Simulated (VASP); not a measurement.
C:

```
CELL_PARAMETERS angstrom
0.00000 1.78340 1.78340
1.78340 0.00000 1.78340
1.78340 1.78340 0.00000
ATOMIC_POSITIONS crystal
C 0.50000 0.50000 0.50000
C 0.75000 0.75000 0.75000
```

This isn't the form of C at room conditions, which is graphite.

| Item | Value |
| --- | --- |
| Program | VASP 6.6.1 |
| Task | relaxation of cell and atoms |
| Functional | LDA |
| Potentials or basis | VASP PAW LDA potentials, release 64 (C) |
| Cutoff | 600 eV |
| k mesh | 12 × 12 × 12 |
| Occupations | gaussian, width 0.02 eV |
| Spin | no spin polarisation |

At the start: pressure -12.4 GPa; volume 5.67 Å³/atom.

Question: How do energy, volume and symmetry change on relaxing?

Answer: Over 3 steps the energy falls by 6.2 meV/atom and the volume is 5.52 Å³/atom (-2.7 %); space group Fd-3m (No. 227, to 0.05 Å).

The path:
```
step  energy change (eV)  largest force (eV/Å)  pressure (GPa)  volume (Å³)
   1              0.0000                0.0000          -12.39        11.34
   2              0.0090                0.0000           17.98        10.64
   3             -0.0124                0.0000           -0.11        11.03
```

Final structure:
```
C
1.0
     0.00000    1.76696    1.76696
     1.76696    0.00000    1.76696
     1.76696    1.76696    0.00000
C
2
Direct
  0.50000 0.50000 0.50000
  0.75000 0.75000 0.75000
```
